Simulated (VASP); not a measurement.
Write an ASE script for VASP 6.6.1 that does the following.

* Task: relaxation of cell and atoms
* Functional: PBE
* Potentials or basis: VASP PAW PBE potentials, release 64 (Sc_sv_GW)
* Cutoff: 680 eV
* k mesh: 10 × 10 × 10
* Occupations: methfessel-paxton, width 0.2 eV
* Spin: collinear spin, ferromagnetic start
* Starting moments: [0.5] μB
* Hubbard terms: Sc d U = 2 eV, J = 0.5 eV
* LDAUTYPE: 2
* Hund's J: 0.5
* Optimiser: vasp
* Further INCAR settings: ALGO = Normal; EDIFF = 1.00e-06; IBRION = 2; EDIFFG = -2.00e-02; NSW = 60; ISIF = 3

The structure of Sc lies in Sc.cif:

```cif
data_Sc
_cell_length_a 3.19612265
_cell_length_b 3.19612265
_cell_length_c 3.19612265
_cell_angle_alpha 60.00000000
_cell_angle_beta 60.00000000
_cell_angle_gamma 60.00000000
_space_group_name_H-M_alt 'P1'
_space_group_name_Hall 'P 1'
_space_group_IT_number 1
loop_
_space_group_symop_operation_xyz
'x,y,z'
loop_
_atom_site_label
_atom_site_type_symbol
_atom_site_symmetry_multiplicity
_atom_site_Wyckoff_symbol
_atom_site_fract_x
_atom_site_fract_y
_atom_site_fract_z
_atom_site_occupancy
Sc1 Sc 1 a 0.0000000000 0.0000000000 0.0000000000 1
```

This isn't the form of Sc at room conditions, which is hcp.

One way to write it, as run:

run.py

```python
from ase.calculators.vasp import Vasp
from ase.io import read

atoms = read('Sc.cif')
atoms.set_initial_magnetic_moments([0.5])
calc = Vasp(
    directory='calc',
    xc='pbe',
    pp='PBE',
    setups='gw',
    prec='Accurate',
    encut=680,
    ediff=1e-06,
    ismear=1,
    sigma=0.2,
    lreal=False,
    lasph=True,
    nelm=100,
    algo='Normal',
    isif=3,
    lwave=False,
    lcharg=False,
    ispin=2,
    lorbit=11,
    lmaxmix=4,
    ldautype=2,
    ldauprint=1,
    ibrion=2,
    nsw=60,
    ediffg=-0.02,
    ldau_luj={'Sc': {'L': 2, 'U': 2, 'J': 0.5}},
    kpts=[10, 10, 10],
    gamma=True,
)
atoms.calc = calc

print('energy (eV):', atoms.get_potential_energy())
print('free energy (eV):', atoms.get_potential_energy(force_consistent=True))
print('forces (eV/A):')
print(atoms.get_forces())
print('stress (eV/A^3, Voigt):', atoms.get_stress())
print('Fermi level (eV):', calc.get_fermi_level())
print('moment (muB):', atoms.get_magnetic_moment())
print('site moments (muB):', atoms.get_magnetic_moments())
print('cell (A, degrees):', atoms.cell.cellpar())
print('volume (A^3):', atoms.get_volume())
print('scaled positions:')
print(atoms.get_scaled_positions())
```

Potentials or basis: VASP PAW PBE potentials, release 64 (Sc_sv_GW).

The run is started by

```sh
$ python run.py
```

It gave:

- Relaxed volume: 25.19 Å³/atom
- Relaxed cell: a = 3.290 Å, b = 3.290 Å, c = 3.290 Å, α = 60.00°, β = 60.00°, γ = 60.00°
- Space group after relaxing (to 0.05 Å): Fm-3m (No. 225)
- Energy gained by relaxing: 33.8 meV/atom
- Ionic steps: 3
- Pressure after relaxing: 0.0 GPa
- Band gap on the k mesh: none (metal or under the smearing width)
- Net moment: 0.00 μB per cell
- Valence electrons inside the program's atomic spheres: Sc 8.54

Caveat: the U is typed as a test and isn't derived for this compound.

Run time: 93 s on 1 thread of Intel(R) Xeon(R) Platinum 8488C (Sapphire Rapids), with other jobs on the host, peak memory 0.21 GiB.
